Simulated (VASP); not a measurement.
# Ag (Fm-3m) in VASP: a series of runs

The runs below take Ag through relaxation of cell and atoms, with PBE, PBE+D3(BJ).

All numbers are computed with VASP 6.6.1; they aren't measurements. Logs are shortened: lines on timing, memory, paths and dates and some standing lists are left out, and cuts for length are marked.

### Step 1. Starting point

Symmetry: Fm-3m, No. 225, cubic system. Conventional cell: a = 4.085 Å, b = 4.085 Å, c = 4.085 Å, α = 90.00°, β = 90.00°, γ = 90.00°. Ag (site symmetry m-3m) has 12 Ag at 2.89 Å as nearest neighbours.

### Step 2. Relaxation of cell and atoms, PBE

INCAR reads:

```
PREC = Accurate
ENCUT = 600
EDIFF = 1E-6
ISMEAR = 1
SIGMA = 0.1
LREAL = F
LASPH = T
NELM = 80
ALGO = Normal
ISIF = 3
LWAVE = F
LCHARG = F
GGA = PE
IBRION = 2
NSW = 90
EDIFFG = -0.01
```

KPOINTS reads:

```
Automatic mesh
0
Gamma
  18 18 18
```

POSCAR reads:

```
Ag
1.0
    0.0000000000      2.0427500000      2.0427500000
    2.0427500000      0.0000000000      2.0427500000
    2.0427500000      2.0427500000      0.0000000000
Ag
1
Direct
    0.0000000000      0.0000000000      0.0000000000
```

Potentials or basis: VASP PAW PBE potentials, release 64 (Ag).

Run with:

```console
cat potpaw_PBE.64/Ag/POTCAR > POTCAR
mpirun -np 1 vasp_std > vasp.out
```

OUTCAR:

```text
PREC = Accurate
   ENCUT = 600
   EDIFF = 1E-6
   ISMEAR = 1
   LREAL = F
   LASPH = T
   NELM = 80
   ISIF = 3
   GGA = PE
   IBRION = 2
   NSW = 90
   EDIFFG = -0.01

 ion  position               nearest neighbor table
   1  0.000  0.000  0.000-

  LATTYP: Found a face centered cubic cell.
 ALAT       =     4.0855000000

  Lattice vectors:

 A1 = (   0.0000000000,   2.0427500000,   2.0427500000)
 A2 = (   2.0427500000,   0.0000000000,   2.0427500000)
 A3 = (   2.0427500000,   2.0427500000,   0.0000000000)

Analysis of symmetry for initial positions (statically):
=====================================================================
 Subroutine PRICEL returns:
 Original cell was already a primitive cell.

 Routine SETGRP: Setting up the symmetry group for a
 face centered cubic supercell.

 Subroutine GETGRP returns: Found 48 space group operations
 (whereof 48 operations were pure point group operations)
 out of a pool of 48 trial point group operations.

The static configuration has the point symmetry O_h .

Analysis of symmetry for dynamics (positions and initial velocities):
=====================================================================
 Subroutine PRICEL returns:
 Original cell was already a primitive cell.

 Routine SETGRP: Setting up the symmetry group for a
 face centered cubic supercell.

 Subroutine GETGRP returns: Found 48 space group operations
 (whereof 48 operations were pure point group operations)
 out of a pool of 48 trial point group operations.

The dynamic configuration has the point symmetry O_h .

 Subroutine INISYM returns: Found 48 space group operations
 (whereof 48 operations are pure point group operations),
 and found     1 'primitive' translations

----------------------------------------------------------------------------------------

                                     Primitive cell

  volume of cell :      17.0481

  direct lattice vectors                    reciprocal lattice vectors
     0.000000000  2.042750000  2.042750000    -0.244768082  0.244768082  0.244768082
     2.042750000  0.000000000  2.042750000     0.244768082 -0.244768082  0.244768082
     2.042750000  2.042750000  0.000000000     0.244768082  0.244768082 -0.244768082

  length of vectors
     2.888884755  2.888884755  2.888884755     0.423950755  0.423950755  0.423950755

[... 95 lines left out ...]
   IALGO  =     38    algorithm
   IMIX   =      4    mixing-type and parameters
     AMIX     =   0.40;   BMIX     =  1.00
     AMIX_MAG =   1.60;   BMIX_MAG =  1.00
  volume/ion in A,a.u.               =      17.05       115.05
  Fermi-wavevector in a.u.,A,eV,Ry     =   1.414644  2.673290 27.228221  2.001218
  Thomas-Fermi vector in A             =   2.536165
   LORBIT       =      0    0 simple, 1 ext, 2 COOP (PROOUT), +10 PAW based schemes
   GGA     = PE    functional components
   LHFCALC =     F    Hartree Fock is set to
   AEXX    =    0.0000 exact exchange contribution
   IVDW    =     0    specifies the selected vdW correction
   LEPSILON=     F    determine dielectric tensor
   LRPA    =     F    only Hartree local field effects (RPA)
 conjugate gradient relaxation of ions
 non-spin polarized calculation
 Methfessel and Paxton  Order N= 1 SIGMA  =   0.10
  energy-cutoff  :      600.00
  volume of cell :       17.05
 maximum number of plane-waves:       588
   NGX = 11   NGY = 11   NGZ = 11

--------------------------------------- Ionic step        1  -------------------------------------------

 number of electron      10.9999999 magnetization

 Free energy of the ion-electron system (eV)
  ---------------------------------------------------
  ext. energy  EPLUGINS =         0.00000000
  ---------------------------------------------------
  free energy    TOTEN  =        -2.70940036 eV

  energy without entropy =       -2.70924271  energy(sigma->0) =       -2.70934781

------------------------ aborting loop because EDIFF is reached ----------------------------------------

  FORCE on cell =-STRESS in cart. coord.  units (eV):
  Direction    XX          YY          ZZ          XY          YZ          ZX
  --------------------------------------------------------------------------------------
  -------------------------------------------------------------------------------------
  Total        0.4821957      0.4821957      0.4821957      0.0000000     -0.0000000      0.0000000
  in kB       45.3166968     45.3166968     45.3166968      0.0000000     -0.0000000      0.0000000
  external PRESSURE =      45.3166968 kB  Pullay stress =       0.0000000 kB
[... 57 lines left out ...]
--------------------------------------- Ionic step        3  -------------------------------------------

 number of electron      11.0000000 magnetization

 Free energy of the ion-electron system (eV)
  ---------------------------------------------------
  ext. energy  EPLUGINS =         0.00000000
  ---------------------------------------------------
  free energy    TOTEN  =        -2.71951128 eV

  energy without entropy =       -2.71943026  energy(sigma->0) =       -2.71948427

 E-fermi :   7.7999     XC(G=0): -11.9547

 val. band max:        7.7833747538   @ k =   0.5000   0.1667   0.0556
 cond. band min:       7.9245760827   @ k =   0.5000   0.3333   0.1111
 fundamental gap:      0.1412013288
 Fermi energy:         7.7999245987

 k-point     1 :       0.0000    0.0000    0.0000
  band No.  band energies     occupation
      1       0.3889      2.00000
      2       3.1900      2.00000
      3       3.1900      2.00000
      4       3.1900      2.00000
      5       4.1475      2.00000
      6       4.1475      2.00000
      7      23.7701      0.00000
      8      27.0938      0.00000
      9      27.0938      0.00000
[... 265 lines left out ...]
 k-point    24 :      -0.2222    0.0556    0.0000
  band No.  band energies     occupation
      1       1.7511      2.00000
      2       3.2144      2.00000
      3       3.4179      2.00000
      4       3.4446      2.00000
      5       4.1062      2.00000
      6       4.4499      2.00000
      7      19.0813      0.00000
      8      23.8336      0.00000
      9      26.0532      0.00000

 [... further k-points ...]

------------------------ aborting loop because EDIFF is reached ----------------------------------------

  FORCE on cell =-STRESS in cart. coord.  units (eV):
  Direction    XX          YY          ZZ          XY          YZ          ZX
  --------------------------------------------------------------------------------------
  -------------------------------------------------------------------------------------
  Total        0.0011708      0.0011708      0.0011708      0.0000000      0.0000000      0.0000000
  in kB        0.1053808      0.1053808      0.1053808      0.0000000      0.0000000      0.0000000
  external PRESSURE =       0.1053808 kB  Pullay stress =       0.0000000 kB
[... 16 lines left out ...]
  FREE ENERGIE OF THE ION-ELECTRON SYSTEM (eV)
  ---------------------------------------------------
  free  energy   TOTEN  =        -2.7195112773 eV

  energy  without entropy=       -2.7194302635  energy(sigma->0) =       -2.71948427

 reached required accuracy - stopping structural energy minimisation
```

OSZICAR:

```text
N       E                     dE             d eps       ncg     rms          rms(c)
DAV:   1     0.498549324655E+02    0.49855E+02   -0.62537E+03  3550   0.124E+03
DAV:   2    -0.254475153771E+01   -0.52400E+02   -0.50291E+02  3597   0.222E+02
DAV:   3    -0.296290796659E+01   -0.41816E+00   -0.41803E+00  4116   0.243E+01
[... 21 lines left out ...]
DAV:   3    -0.272004437813E+01    0.17980E-02   -0.35181E-03  3568   0.598E-01    0.380E-01
DAV:   4    -0.271951169283E+01    0.53269E-03   -0.85639E-04  3716   0.266E-01    0.310E-02
DAV:   5    -0.271950984458E+01    0.18482E-05   -0.45308E-06  3707   0.231E-02    0.171E-02
DAV:   6    -0.271951124965E+01   -0.14051E-05   -0.11999E-06  3789   0.104E-02    0.142E-03
DAV:   7    -0.271951127733E+01   -0.27679E-07   -0.15766E-08  1765   0.132E-03
   3 F= -.27195113E+01 E0= -.27194843E+01  d E =-.101109E-01
```

CONTCAR:

```text
Ag
   1.00000000000000
     0.0000000000000000    2.0723772006050400    2.0723772006050400
     2.0723772006050400   -0.0000000000000000    2.0723772006050400
     2.0723772006050400    2.0723772006050400   -0.0000000000000000
  Ag
     1
Direct
     0.0000000000000000    0.0000000000000000    0.0000000000000000

  0.00000000E+00  0.00000000E+00  0.00000000E+00
```

Wall time 67 s (1 thread of AMD EPYC 7R13 (Zen 3), shared host); peak memory 0.15 GiB.

What came out:

```
Free energy                            : -2.7195 eV
Relaxed volume                         : 17.80 Å³/atom
Relaxed cell                           : a = 2.931 Å, b = 2.931 Å, c = 2.931 Å, α = 60.00°, β = 60.00°, γ = 60.00°
Space group after relaxing (to 0.05 Å) : Fm-3m (No. 225)
Energy gained by relaxing              : 10.1 meV/atom
Ionic steps                            : 3
Pressure after relaxing                : 0.0 GPa
Band gap on the k mesh                 : none (metal or under the smearing width)
```

Step by step:
| step | energy change (eV) | largest force (eV/Å) | pressure (GPa) | volume (Å³) |
| --- | --- | --- | --- | --- |
| 1 | 0.0000 | 0.0000 | 4.53 | 17.05 |
| 2 | -0.0068 | 0.0000 | -2.19 | 18.27 |
| 3 | -0.0101 | 0.0000 | 0.01 | 17.80 |

Final structure:
```cif
data_structure
_symmetry_space_group_name_H-M 'P 1'
_symmetry_Int_Tables_number 1
_cell_length_a 2.9308
_cell_length_b 2.9308
_cell_length_c 2.9308
_cell_angle_alpha 60.000
_cell_angle_beta 60.000
_cell_angle_gamma 60.000
_cell_volume 17.80
loop_
_atom_site_label
_atom_site_type_symbol
_atom_site_fract_x
_atom_site_fract_y
_atom_site_fract_z
_atom_site_occupancy
Ag1 Ag 0.00000 0.00000 0.00000 1
```

PBE usually gives volumes a little too large and moduli too small. Zero-point motion and thermal expansion aren't in these numbers.

### Step 3. Relaxation of cell and atoms, PBE

This run uses another cell than the first one, of 17.80 Å³/atom, 1.044 times its volume.

Changes to INCAR since step 2:

```diff
@@ -2,3 +2,3 @@
 ENCUT = 600
-EDIFF = 1E-6
+EDIFF = 1E-7
 ISMEAR = 1
@@ -15,2 +15,2 @@
 NSW = 90
-EDIFFG = -0.01
+EDIFFG = -0.005
```

KPOINTS is that of step 2.

POSCAR reads:

```
Ag                                      
1.0
    0.0000000000      2.0723772006      2.0723772006
    2.0723772006     -0.0000000000      2.0723772006
    2.0723772006      2.0723772006     -0.0000000000
  Ag            
     1
Direct
     0.0000000000000000    0.0000000000000000    0.0000000000000000
```

Potentials or basis: VASP PAW PBE potentials, release 64 (Ag).

Run with:

```console
cat potpaw_PBE.64/Ag/POTCAR > POTCAR
mpirun -np 1 vasp_std > vasp.out
```

It took 29 s on 1 thread of AMD EPYC 7R13 (Zen 3), shared host; peak memory 0.14 GiB.

The run converged. Its results:

```yaml
Free_energy: -2.7200 eV
Pressure_after_relaxing: 0.0 GPa
Band_gap_on_the_k_mesh: none (metal or under the smearing width)
```

Final structure:
```
CELL_PARAMETERS angstrom
0.00000 2.07238 2.07238
2.07238 0.00000 2.07238
2.07238 2.07238 0.00000
ATOMIC_POSITIONS crystal
Ag 0.00000 0.00000 0.00000
```

Levels at points of the mesh, in eV from the Fermi level:
```csv
k point,band 4,band 5,band 6,band 7,band 8,band 9
"(0.00, 0.00, 0.00)",-4.61,-3.65,-3.65,15.97,19.29,19.29
"(0.50, 0.00, 0.00)",-2.91,-2.91,-0.24,3.42,15.20,17.47
"(0.50, 0.50, 0.00)",-2.72,-2.72,1.69,6.46,10.49,10.49
```

Caveat: the relaxation stopped at its first step, so nothing moved.

### Step 4. Relaxation of cell and atoms, PBE+D3(BJ)

INCAR reads:

```
SYSTEM = Ag
  PREC = Accurate
  ENCUT = 600
  EDIFF = 1E-6
  ISMEAR = 1
  SIGMA = 0.1
  LREAL = .FALSE.
  LASPH = .TRUE.
  NELM = 80
  ALGO = Normal
  ISIF = 3
  LWAVE = .FALSE.
  LCHARG = .FALSE.
  GGA = PE
  IVDW = 12
  IBRION = 2
  NSW = 90
  EDIFFG = -0.01
```

KPOINTS reads:

```
regular mesh
0
G
  18 18 18
  0 0 0
```

POSCAR reads:

```
Ag
1.0
    0.0000000000      2.0427500000      2.0427500000
    2.0427500000      0.0000000000      2.0427500000
    2.0427500000      2.0427500000      0.0000000000
Ag
1
Direct
    0.0000000000      0.0000000000      0.0000000000
```

Potentials or basis: VASP PAW PBE potentials, release 64 (Ag).

Run with:

```console
cat potpaw_PBE.64/Ag/POTCAR > POTCAR
mpirun -np 1 vasp_std > vasp.out
```

OUTCAR:

```text
SYSTEM = Ag
   PREC = Accurate
   ENCUT = 600
   EDIFF = 1E-6
   ISMEAR = 1
   LREAL = .FALSE.
   LASPH = .TRUE.
   NELM = 80
   ISIF = 3
   GGA = PE
   IVDW = 12
   IBRION = 2
   NSW = 90
   EDIFFG = -0.01
 IVDW          = 12

 ion  position               nearest neighbor table
   1  0.000  0.000  0.000-

  LATTYP: Found a face centered cubic cell.
 ALAT       =     4.0855000000

  Lattice vectors:

 A1 = (   0.0000000000,   2.0427500000,   2.0427500000)
 A2 = (   2.0427500000,   0.0000000000,   2.0427500000)
 A3 = (   2.0427500000,   2.0427500000,   0.0000000000)

Analysis of symmetry for initial positions (statically):
=====================================================================
 Subroutine PRICEL returns:
 Original cell was already a primitive cell.

 Routine SETGRP: Setting up the symmetry group for a
 face centered cubic supercell.

 Subroutine GETGRP returns: Found 48 space group operations
 (whereof 48 operations were pure point group operations)
 out of a pool of 48 trial point group operations.

The static configuration has the point symmetry O_h .

Analysis of symmetry for dynamics (positions and initial velocities):
=====================================================================
 Subroutine PRICEL returns:
 Original cell was already a primitive cell.
[... 146 lines left out ...]

 number of electron      10.9999999 magnetization

 Free energy of the ion-electron system (eV)
  ---------------------------------------------------
  ext. energy  EPLUGINS =         0.00000000
  ---------------------------------------------------
  free energy    TOTEN  =        -2.70940036 eV

  energy without entropy =       -2.70924271  energy(sigma->0) =       -2.70934781

------------------------ aborting loop because EDIFF is reached ----------------------------------------

 Edisp (eV)   -0.58899

 E8    (eV) :    -0.2574
[... 69 lines left out ...]
--------------------------------------- Ionic step        3  -------------------------------------------

 number of electron      11.0000000 magnetization

 Free energy of the ion-electron system (eV)
  ---------------------------------------------------
  ext. energy  EPLUGINS =         0.00000000
  ---------------------------------------------------
  free energy    TOTEN  =        -2.70340857 eV

  energy without entropy =       -2.70322176  energy(sigma->0) =       -2.70334630

 E-fermi :   8.5399     XC(G=0): -12.2758

 val. band max:        8.5180812892   @ k =   0.5000   0.1667   0.0556
 cond. band min:       8.6969062457   @ k =   0.5000   0.3333   0.1111
 fundamental gap:      0.1788249565
 Fermi energy:         8.5398849233

 k-point     1 :       0.0000    0.0000    0.0000
  band No.  band energies     occupation
      1       0.7353      2.00000
      2       3.7383      2.00000
      3       3.7383      2.00000
      4       3.7383      2.00000
      5       4.7929      2.00000
      6       4.7929      2.00000
      7      24.6327      0.00000
      8      28.2771      0.00000
      9      28.2771      0.00000
[... 265 lines left out ...]
 k-point    24 :      -0.2222    0.0556    0.0000
  band No.  band energies     occupation
      1       2.1594      2.00000
      2       3.7453      2.00000
      3       3.9871      2.00000
      4       4.0056      2.00000
      5       4.7434      2.00000
      6       5.1167      2.00000
      7      20.2373      0.00000
      8      24.8855      0.00000
      9      27.3388      0.00000

 [... further k-points ...]

------------------------ aborting loop because EDIFF is reached ----------------------------------------

 Edisp (eV)   -0.59568

 E8    (eV) :    -0.2603
[... 24 lines left out ...]
  FREE ENERGIE OF THE ION-ELECTRON SYSTEM (eV)
  ---------------------------------------------------
  free  energy   TOTEN  =        -3.2990855683 eV

  energy  without entropy=       -3.2988987604  energy(sigma->0) =       -3.29902330

 reached required accuracy - stopping structural energy minimisation
```

CONTCAR:

```text
Ag
   1.00000000000000
     0.0000000000000000    2.0353266220444772    2.0353266220444772
     2.0353266220444772    0.0000000000000000    2.0353266220444772
     2.0353266220444772    2.0353266220444772    0.0000000000000000
  Ag
     1
Direct
     0.0000000000000000    0.0000000000000000    0.0000000000000000

  0.00000000E+00  0.00000000E+00  0.00000000E+00
```

Wall time 16 s (1 thread of Intel Xeon 6975P-C (Granite Rapids), shared host); peak memory 0.18 GiB.

What came out:

* Free energy: -3.2991 eV
* Relaxed volume: 16.86 Å³/atom
* Relaxed cell: a = 2.878 Å, b = 2.878 Å, c = 2.878 Å, α = 60.00°, β = 60.00°, γ = 60.00°
* Space group after relaxing (to 0.05 Å): Fm-3m (No. 225)
* Energy gained by relaxing: 0.7 meV/atom
* Ionic steps: 3
* Pressure after relaxing: 0.0 GPa
* Band gap on the k mesh: none (metal or under the smearing width)
* Dispersion energy per atom: -0.596 eV

Step by step:
| step | energy change (eV) | largest force (eV/Å) | pressure (GPa) | volume (Å³) |
| --- | --- | --- | --- | --- |
| 1 | 0.0000 | 0.0000 | -1.19 | 17.05 |
| 2 | -0.0004 | 0.0000 | 0.88 | 16.74 |
| 3 | -0.0007 | 0.0000 | 0.03 | 16.86 |

Final structure:
```cif
data_structure
_symmetry_space_group_name_H-M 'P 1'
_symmetry_Int_Tables_number 1
_cell_length_a 2.8784
_cell_length_b 2.8784
_cell_length_c 2.8784
_cell_angle_alpha 60.000
_cell_angle_beta 60.000
_cell_angle_gamma 60.000
_cell_volume 16.86
loop_
_atom_site_label
_atom_site_type_symbol
_atom_site_fract_x
_atom_site_fract_y
_atom_site_fract_z
_atom_site_occupancy
Ag1 Ag 0.00000 0.00000 0.00000 1
```

Levels at points of the mesh, in eV from the Fermi level:
```
           k point  band 3  band 4  band 5  band 6  band 7  band 8  band 9
(0.00, 0.00, 0.00)   -4.80   -4.80   -3.75   -3.75   16.09   19.74   19.74
(0.50, 0.00, 0.00)   -4.82   -2.94   -2.94   -0.38    3.71   15.33   18.03
(0.50, 0.50, 0.00)   -2.97   -2.72   -2.72    1.64    6.88   10.77   10.77
```

Caveat: pairwise dispersion overbinds metals, which lowers pressure and volume.
